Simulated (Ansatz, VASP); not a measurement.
ZnCu in VASP and in Ansatz

```
CELL_PARAMETERS angstrom
3.00276 0.00000 0.00000
0.00000 3.00276 0.00000
0.00000 0.00000 3.00276
ATOMIC_POSITIONS crystal
Zn 0.50000 0.50000 0.50000
Cu 0.00000 0.00000 0.00000
```

Alike in both runs: task single point; functional PBE; k mesh 8 × 8 × 8; no spin polarisation.

|  | VASP | Ansatz |
| --- | --- | --- |
| version | VASP 6.6.1 | Ansatz 0.2.0 |
| potentials or method | VASP PAW PBE potentials, release 64 (Zn, Cu) | plane waves, PAW |
| plane-wave cutoff (eV) | 520 | 517 |
| occupations | fermi-dirac, width 0.1 eV | fermi-dirac |
| valence electrons in the cell | 23 | 31 |

Ansatz gave:

* pressure (GPa): -3.9

Task: What did VASP give for the same quantities?

Result: Pressure (GPa): -3.4.

The two sets of potentials don't hold the same shells in valence.
